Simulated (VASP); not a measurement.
**InGaAs2: relaxation of cell and atoms with PBEsol**

The system is InGaAs2.

```
Ga In As
1.0
     5.84485    0.00000    0.00000
     0.00000   -5.84485    0.00000
     0.00000    0.00000   -5.84485
Ga In As
2 2 4
Direct
  0.00000 0.50000 0.50000
  0.50000 0.00000 0.50000
  0.50000 0.50000 0.00000
  0.00000 0.00000 0.00000
  0.25000 0.25000 0.25000
  0.75000 0.75000 0.25000
  0.75000 0.25000 0.75000
  0.25000 0.75000 0.75000
```

The cell was built by a generator and needn't be a form met in nature.

```json
{"Program": "VASP 6.6.1", "Task": "relaxation of cell and atoms", "Functional": "PBEsol", "Potentials or basis": "VASP PAW PBE potentials, release 64 (Ga_d, In_d, As)", "Cutoff": "600 eV", "k mesh": "6 × 6 × 6", "Occupations": "gaussian, width 0.03 eV", "Spin": "no spin polarisation", "Further INCAR settings": "ALGO = Normal; EDIFF = 1e-06; IBRION = 2; EDIFFG = -0.01; NSW = 90; ISIF = 3"}
```

```json
{
  "Relaxed volume": "25.41 Å³/atom",
  "Relaxed cell": "a = 5.864 Å, b = 5.864 Å, c = 5.911 Å, α = 90.00°, β = 90.00°, γ = 90.00°",
  "Space group after relaxing (to 0.05 Å)": "P-4m2 (No. 115)",
  "Energy gained by relaxing": "42.1 meV/atom",
  "Ionic steps": "9",
  "Pressure after relaxing": "0.0 GPa",
  "Band gap on the k mesh": "none (metal or under the smearing width)"
}
```

The path:
| step | energy change (eV) | largest force (eV/Å) | pressure (GPa) | volume (Å³) |
| --- | --- | --- | --- | --- |
| 1 | 0.0000 | 1.3899 | 1.97 | 199.67 |
| 2 | -0.2624 | 0.4952 | -1.34 | 208.66 |
| 3 | -0.2667 | 0.3823 | -1.74 | 209.96 |
| 4 | -0.3361 | 0.0314 | -0.11 | 203.54 |
| 5 | -0.3365 | 0.0014 | 0.04 | 203.04 |
| 6 | -0.3365 | 0.0095 | 0.00 | 203.17 |
| 7 | -0.3369 | 0.0057 | 0.00 | 203.22 |
| 8 | -0.3372 | 0.0026 | -0.05 | 203.32 |
| 9 | -0.3372 | 0.0009 | -0.05 | 203.30 |

Final structure:
```cif
data_structure
_symmetry_space_group_name_H-M 'P 1'
_symmetry_Int_Tables_number 1
_cell_length_a 5.8644
_cell_length_b 5.8644
_cell_length_c 5.9114
_cell_angle_alpha 90.000
_cell_angle_beta 90.000
_cell_angle_gamma 90.000
_cell_volume 203.30
loop_
_atom_site_label
_atom_site_type_symbol
_atom_site_fract_x
_atom_site_fract_y
_atom_site_fract_z
_atom_site_occupancy
Ga1 Ga 0.00000 0.50000 0.50000 1
Ga2 Ga 0.50000 0.00000 0.50000 1
In1 In 0.50000 0.50000 0.00000 1
In2 In 0.00000 0.00000 0.00000 1
As1 As 0.25000 0.25000 0.26971 1
As2 As 0.75000 0.75000 0.26971 1
As3 As 0.75000 0.25000 0.73029 1
As4 As 0.25000 0.75000 0.73029 1
```

Levels at points of the mesh, in eV from the Fermi level:
```
           k point  band 32  band 33  band 34  band 35  band 36  band 37  band 38  band 39  band 40  band 41
(0.00, 0.00, 0.00)    -2.52    -2.34    -0.19    -0.19     0.00     0.00     1.36     1.36     1.47     1.55
(0.50, 0.00, 0.00)    -3.18    -1.59    -1.59    -1.51    -1.51     2.00     2.00     2.79     2.79     4.23
(0.00, 0.00, 0.50)    -3.11    -1.91    -1.91    -1.24    -1.24     1.83     1.92     2.74     3.25     4.19
(0.50, 0.50, 0.00)    -2.99    -1.46    -1.46    -0.86    -0.86     2.01     2.01     3.06     3.06     4.78
(0.00, 0.50, 0.50)    -3.05    -1.31    -1.31    -1.00    -1.00     2.47     2.47     2.48     2.48     4.88
(0.50, 0.50, 0.50)    -1.12    -1.09    -1.09    -0.76    -0.76     0.53     0.53     1.02     1.02     4.20
```

It took 8.2 min on 4 MPI ranks on Intel(R) Xeon(R) Platinum 8259CL CPU @ 2.50GHz (Skylake/Cascade Lake), on a shared host, peak memory 0.61 GiB a rank.

Caveat: the PAW data sets were made with another functional, which shifts forces and pressure a little.
